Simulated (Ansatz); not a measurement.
Theory: DFT PBE, scalar-relativistic, plane waves, PAW in Ansatz 0.2.0. Settings: cutoff 420 eV, Γ-centred meshes spaced at most about 0.3 Å⁻¹, and about 0.25 Å⁻¹ or finer for metals (2π included), Gaussian smearing. No spin polarisation.

Each guess is relaxed in cell and atoms at zero pressure, on a coarse mesh first where it starts far from rest and then on a converged one. The steps can't lower the symmetry of the start, but it can rise. Energies are static (0 K, no zero-point motion).

Two unrelaxed guesses for MgSn4N:

A.

```
CELL_PARAMETERS angstrom
5.43332 0.00000 0.00000
-2.71666 4.70540 0.00000
0.00000 0.00000 6.26776
ATOMIC_POSITIONS crystal
Mg 0.00000 0.00000 0.50000
Sn 0.33333 0.66667 0.50000
Sn 0.66667 0.33333 0.50000
Sn 0.33333 0.66667 0.00000
Sn 0.66667 0.33333 0.00000
N 0.00000 0.00000 0.00000
```

B.

```
CELL_PARAMETERS angstrom
4.90701 0.00000 0.00000
0.00000 4.90701 0.00000
0.00000 0.00000 4.90701
ATOMIC_POSITIONS crystal
Mg 0.50000 0.50000 0.50000
Sn 0.14800 0.14800 0.14800
Sn 0.14800 0.85200 0.85200
Sn 0.85200 0.85200 0.14800
Sn 0.85200 0.14800 0.85200
N 0.00000 0.00000 0.00000
```

Question: Where do they end, and which end is lower?

Answer: B ends lower, by 68 meV/atom. A: P6/mmm at 26.7 Å³/atom → P6/mmm at 23.4 Å³/atom; B: P-43m at 19.7 Å³/atom → P-43m at 28.7 Å³/atom. The shortest distance is 2.93 Å (Mg–N and Sn–Sn) in the end of A and 2.14 Å (Sn–N) in the end of B. End of A. Conventional cell: a = 5.256 Å, c = 5.866 Å. Around Mg lie 2 N at 2.93 Å and 6 Sn at 3.03 Å; Sn on its first site is surrounded by 5 Sn at 2.93–3.03 Å and 3 Mg at 3.03 Å; N is surrounded by 2 Mg at 2.93 Å and 6 Sn at 3.03 Å; 1 more site not described. End of B. Conventional cell: a = 5.566 Å. Around Mg lie 4 Sn at 2.68 Å; Sn is surrounded by 1 N at 2.14 Å and 1 Mg at 2.68 Å; N has 4 Sn at 2.14 Å.

Ends held by symmetry can be saddle points. Neither end is the lowest form computed: that has space group P4/mmm (No. 123) and lies 51 meV/atom below the better end. Even the lowest of the cells shown lies +0.55 eV/atom against the elements. Some candidate types were left out of the draw beforehand, so a known form may be missing.
